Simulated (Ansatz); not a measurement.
# MoSi2N4 bilayer (AA') in a perpendicular field, part 3 of 3

Wanted: the out-of-plane response of the MoSi2N4 bilayer (AA'). A positive field points along +c.

Ansatz 0.2.0; plane-wave DFT, LDA, Ansatz PAW.

So far. Step 7 (Atoms held, field 0.2 V/Å): The dipole is 0.122 e·Å, and the gap 1.598 eV. Step 8 (Single point, field 0.3 V/Å): The dipole is 0.184 e·Å, and the gap 1.391 eV.

## 9. Response, atoms held

This step: plane-wave DFT, LDA, Ansatz PAW; response to a field along the normal, atoms held (Ansatz 0.2.0).

The dipoles give the slope, and the difference of two potentials shows where the field is screened.

This step gave:

- equivalent conductor thickness p/(ε₀AE): 15.57 Å
- distance between the outer atoms: 16.83 Å

Dipole of the cell against applied field:

| applied field (V/Å) | dipole of the cell (e·Å) |
| --- | --- |
| -0.050 | -0.0306 |
| 0.000 | -1.5e-6 |
| 0.050 | 0.0306 |
| 0.100 | 0.0612 |
| 0.200 | 0.122 |
| 0.300 | 0.184 |

Local field over the applied field, running mean. From the potentials at -0.05 and 0.05 V/Å; running mean over 2.5 Å. Local field over applied field against z:

| z (Å) | local field over applied field |
| --- | --- |
| 4.5 | 1.000 |
| 5.0 | 0.999 |
| 5.5 | 0.995 |
| 6.0 | 0.983 |
| 6.5 | 0.948 |
| 7.0 | 0.864 |
| 7.5 | 0.722 |
| 8.0 | 0.558 |
| 8.5 | 0.399 |
| 9.0 | 0.286 |
| 9.5 | 0.215 |
| 10.0 | 0.185 |
| 10.5 | 0.166 |
| 11.0 | 0.149 |
| 11.5 | 0.108 |
| 12.0 | 0.0756 |
| 12.5 | 0.0618 |
| 13.0 | 0.0763 |
| 13.5 | 0.109 |
| 14.0 | 0.149 |
| 14.5 | 0.165 |
| 15.0 | 0.184 |
| 15.5 | 0.213 |
| 16.0 | 0.273 |
| 16.5 | 0.342 |
| 17.0 | 0.403 |
| 17.5 | 0.416 |
| 18.0 | 0.387 |
| 18.5 | 0.318 |
| 19.0 | 0.251 |
| 19.5 | 0.200 |
| 20.0 | 0.177 |
| 20.5 | 0.161 |
| 21.0 | 0.138 |
| 21.5 | 0.0958 |
| 22.0 | 0.0693 |
| 22.5 | 0.0636 |
| 23.0 | 0.0843 |
| 23.5 | 0.123 |
| 24.0 | 0.157 |
| 24.5 | 0.171 |
| 25.0 | 0.192 |
| 25.5 | 0.235 |
| 26.0 | 0.319 |
| 26.5 | 0.449 |
| 27.0 | 0.615 |
| 27.5 | 0.775 |
| 28.0 | 0.900 |
| 28.5 | 0.964 |
| 29.0 | 0.989 |
| 29.5 | 0.997 |
| 30.0 | 0.999 |

The induced electron density oscillates, so the rows of the table below give means over windows of 1 Å about each position, cut where the curve ends. Its first 14 maxima inside the range that stand out by 2 % of the span (Å: e/Å³ per V/Å): 8.1: 0.00375, 9.1: 0.00125, 10.4: 0.00145, 11.3: 0.00133, 13.2: 2.5e-4, 13.9: -4.0e-4, 15.2: 0.00211, 16.1: -4.6e-4, 18.1: 0.00311, 19.0: 0.00121, 20.3: 0.00144, 21.2: 0.00128, 23.1: 2.4e-4, 23.8: -3.5e-4. Its first 14 minima: 8.9: 4.5e-4, 9.7: -0.00214, 11.0: 3.5e-4, 11.8: -2.4e-4, 13.6: -0.00128, 14.5: -0.00144, 15.8: -0.00121, 16.7: -0.00311, 18.7: 4.6e-4, 19.6: -0.00211, 20.9: 4.0e-4, 21.6: -2.5e-4, 23.5: -0.00133, 24.4: -0.00145.

Electrons, planar mean, per unit field. Induced electron density against z; means over each step:

| z (Å) | induced electron density (e/Å³ per V/Å) |
| --- | --- |
| 5 | 6.5e-6 |
| 6 | 8.7e-5 |
| 7 | 8.4e-4 |
| 8 | 0.00308 |
| 9 | 7.9e-4 |
| 10 | -5.0e-4 |
| 11 | 9.0e-4 |
| 12 | -8.3e-6 |
| 13 | 3.9e-6 |
| 14 | -9.2e-4 |
| 15 | 5.7e-4 |
| 16 | -8.5e-4 |
| 17 | -0.00188 |
| 18 | 0.00221 |
| 19 | 2.5e-4 |
| 20 | -7.6e-5 |
| 21 | 7.4e-4 |
| 22 | -5.7e-5 |
| 23 | -1.4e-4 |
| 24 | -9.7e-4 |
| 25 | 8.2e-4 |
| 26 | -0.00140 |
| 27 | -0.00284 |
| 28 | -6.0e-4 |
| 29 | -5.7e-5 |
| 30 | -4.3e-6 |

The smaller of the gaps on the path and on the k-mesh, counted as 0 under 0.03 eV. The gap by applied field:

| applied field (V/Å) | gap (eV) |
| --- | --- |
| -0.050 | 1.90 |
| 0.000 | 1.97 |
| 0.050 | 1.90 |
| 0.100 | 1.80 |
| 0.200 | 1.60 |
| 0.300 | 1.39 |

By hand: between -0.05 and 0.05 V/Å the dipole changes by 0.06121 e·Å, a slope of 0.6121 e·Å²/V. A perfect conductor of thickness t has p = ε₀AEt, so t = 180.95 × 0.6121 / 7.116 = 15.57 Å (e/ε₀ = 180.95 V·Å, A in Å²).

The induced dipole is that of a conductor 15.57 Å thick.

## 10. Varying the input

This step: plane-wave DFT, LDA, Ansatz PAW (Ansatz 0.2.0).

An input spoilt on purpose, to show how the run answers: it repeats the earlier run at 0.05 V/Å with efield.amplitude from 0.05 to 0 and efield.dipole_correction from true to false, and scf.max_iter set to 100.

input.yaml reads:

```yaml
crystal:
  lattice:
    - [2.8664431556, 0.0, 0.0]
    - [-1.4332215778, 2.4824125912, 0.0]
    - [0.0, 0.0, 34.8304592999]
  atoms:
    - { symbol: "N", position: [0.0, 0.0, 0.2583945254] }
    - { symbol: Si, position: [0.3333333333, 0.6666666667, 0.2730217489] }
    - { symbol: "N", position: [0.3333333333, 0.6666666667, 0.3229993895] }
    - { symbol: Mo, position: [0.0, 0.0, 0.358573101] }
    - { symbol: "N", position: [0.3333333333, 0.6666666667, 0.3941516382] }
    - { symbol: Si, position: [0.3333333333, 0.6666666667, 0.4441263678] }
    - { symbol: "N", position: [0.0, 0.0, 0.4586694662] }
    - { symbol: "N", position: [0.3333333333, 0.6666666667, 0.5413305338] }
    - { symbol: Si, position: [0.0, 0.0, 0.5558736322] }
    - { symbol: "N", position: [0.0, 0.0, 0.6058483618] }
    - { symbol: Mo, position: [0.3333333333, 0.6666666667, 0.641426899] }
    - { symbol: "N", position: [0.0, 0.0, 0.6770006105] }
    - { symbol: Si, position: [0.0, 0.0, 0.7269782511] }
    - { symbol: "N", position: [0.3333333333, 0.6666666667, 0.7416054746] }
kpoints:
  mp_grid: { grid: [18, 18, 1] }
  band_path:
    path: [[0, 0, 0], [0.5, 0, 0], [0.33333333, 0.33333333, 0], [0, 0, 0]]
    npoints: 16
hamiltonian:
  xc: lda
scf:
  occupations: { method: fermi_dirac, width: 0.02585 }
  convergence: { dr2_threshold: 1.0e-10 }
  max_iter: 100
efield:
  axis: 3
  dipole_correction: false
  ramp_position: 0.97
  ramp_width: 0.06
  amplitude: 0
output:
  write_potential: true
  write_density: true
  volumetric_format: npy
```

The run is started by

```console
$ ansatz run input.yaml --threads 4 --pin off --max-ram 6144MiB --backend cpu --events-out ev --progress --plain --runs-dir out
```

Numbers of over 12 decimals in the logs are rounded to 6 here.

The program printed:

```text
Error: invalid value for `efield.amplitude`: is zero with dipole_correction: false — the section would apply nothing; set a non-zero amplitude, enable dipole_correction, or remove the block
```

Elapsed: 0.01 s, on 4 threads of Arm Neoverse V2, shared host; peak memory 0.06 GiB.

The program refused the input before any cycle.

The program's message: “Error: invalid value for `efield.amplitude`: is zero with dipole_correction: false — the section would apply nothing; set a non-zero amplitude, enable dipole_correction, or remove the block”

The fault put into the input: a field block that applies nothing.

## 11. A changed input

An input spoilt on purpose, to show how the run answers: it repeats the earlier run at 0.05 V/Å with scf.occupations from method: fermi_dirac, width: 0.02585 to method: gaussian, width: 1.0, and scf.max_iter set to 75.

input.yaml: that of step 10 with these lines changed.

```diff
@@ -28,11 +28,11 @@
 scf:
-  occupations: { method: fermi_dirac, width: 0.02585 }
+  occupations: { method: gaussian, width: 1.0 }
   convergence: { dr2_threshold: 1.0e-10 }
-  max_iter: 100
+  max_iter: 75
 efield:
   axis: 3
-  dipole_correction: false
+  dipole_correction: true
   ramp_position: 0.97
   ramp_width: 0.06
-  amplitude: 0
+  amplitude: 0.05
 output:
```

The program printed:

```text
band count auto-derived: 62 (N_el = 84.0; filled up to band 42; 56 by the electrons, moments and atoms)
[...]
Crystal: 14 atoms, lattice volume = 247.843 Å³
Basis set: ecut = 420 eV, 4845 PW (Γ)
Bands: 62, of which v1, the nominal top of the filled ones, is band 42 counted from 1 (41 counted from 0)
Symmetry: 6 space group operations
k-points: 37 of 324 (time reversal used)
[...]
SCF iter   1: F=—  HF=-15145.926249 eV  |F-HF|=—  |Δ(HF+E_count)|=         —  Δρ=1.55e-1  dr2=6.89e1  ethr=3.10e-3  p=0.038 e·Å  D=2.75e-2 V/Å  ΔV_dip=-0.96 eV  dr2_dipole=4.64e-4  V_vac-E_F(+/−)=6.81/6.17 eV  ⟨swp⟩=7.8  Hψ=12613  notcnv=0
[...]
SCF iter  17: F=-15126.698608 eV  HF=-15126.698608 eV  |F-HF|=6.73e-11  |Δ(HF+E_count)|=  1.09e-10  Δρ=1.30e-7  dr2=2.36e-11  ethr=1.00e-12  p=0.034 e·Å  D=2.49e-2 V/Å  ΔV_dip=-0.87 eV  dr2_dipole=8.07e-14  V_vac-E_F(+/−)=5.14/4.40 eV  ⟨swp⟩=2.4  Hψ=4157  notcnv=0
SCF 1 converged in 17 iterations: F = -15126.698608 eV  dr2 = 2.36e-11
[...]
SCF converged after 17 iterations
Free energy (F): -15126.698608 eV
[...]
Internal energy: -15126.556431 eV  (E = F + TS)
E sigma→0 (E₀):  -15126.627520 eV
Entropy (-TS):   -0.142177 eV (-10.156 meV/atom)
Fermi energy:    5.255672 eV
Dipole field:    D = 0.024913 V/Å  (p = 0.034123 e·Å, saw-weighted, corrected)
Work function:   not extracted (applied field tilts the vacuum); planar V_es + V_field profile in the machine report
[...]
--- Band table (eV; the first three rows and the last of 37) ---
  k-point 0: bands = [... 38 lower, 1.8832, 2.3209, 4.2767, 4.3727, 7.3135, 7.3135, 7.3355, 7.3355, ... 16 higher]
  k-point 1: bands = [... 38 lower, 2.0691, 2.3798, 4.2455, 4.3241, 7.2186, 7.2562, 7.3001, 7.3221, ... 16 higher]
  k-point 2: bands = [... 38 lower, 2.1783, 2.4135, 4.0977, 4.1400, 7.0785, 7.1550, 7.2652, 7.2870, ... 16 higher]
  k-point 36: bands = [... 38 lower, 2.9113, 2.9445, 3.8724, 3.8942, 6.3322, 6.3523, 7.5376, 7.6474, ... 16 higher]
```

Wall time 44 s (4 threads); peak memory 0.97 GiB.

| quantity | this run | earlier run | difference |
| --- | --- | --- | --- |
| dipole along the normal (e·Å) | 0.03412 | 0.03061 | 0.0035 |
| gap along the path (eV) | 1.959 | 1.897 | 0.063 |
| smallest direct gap along the path (eV) | 2.438 | 2.355 | 0.083 |

What moves beyond 0.01 in its unit (for the dipole 0.5 % and 5e-5 e·Å): dipole along the normal (+0.00352 e·Å), smallest direct gap along the path (+0.0829 eV) and gap along the path (+0.0626 eV).

The fault (a smearing of electronvolts) shows in the results, which are not taken further.

## 12. What came out

| Item | Value |
| --- | --- |
| gap without field | 1.97 eV |
| ionisation energy, upper face | 5.66 eV |
| electron affinity, upper face | 3.69 eV |
| equivalent conductor thickness, atoms held | 15.6 Å |

**Reading.** The induced dipole equals that of a perfect conductor 15.57 Å thick, while the outer atoms lie 16.83 Å apart; an out-of-plane ε follows only once a thickness t is chosen, by 1 − 1/ε = 15.57 Å / t. The gap goes from 1.97 eV to 1.39 eV at 0.3 V/Å. With the field reversed the gap is 1.90 eV at -0.05 V/Å. Semilocal functionals give gaps that are too small, and excitons are not included. Spin-orbit coupling is left out, which matters for the bands of elements this heavy. The outer anions sit over the metal atoms, one of several polytypes of such layers and not the lowest for every compound.

[Logs are printed without paths, hosts, clocks, repeated set-up lines and the standing remarks that a program may print on its own settings, such as how far it seeks lower states.]

[Hosts, paths, dates, database ids (printed as entryN), source tags and the programs' standing remarks are cut or masked in the printed files.]

[Maps of the electrostatic potential energy from Ansatz leave out the sawtooth potential of an applied field or a dipole correction, so their vacuum need not be flat; planar profiles and work functions include it.]
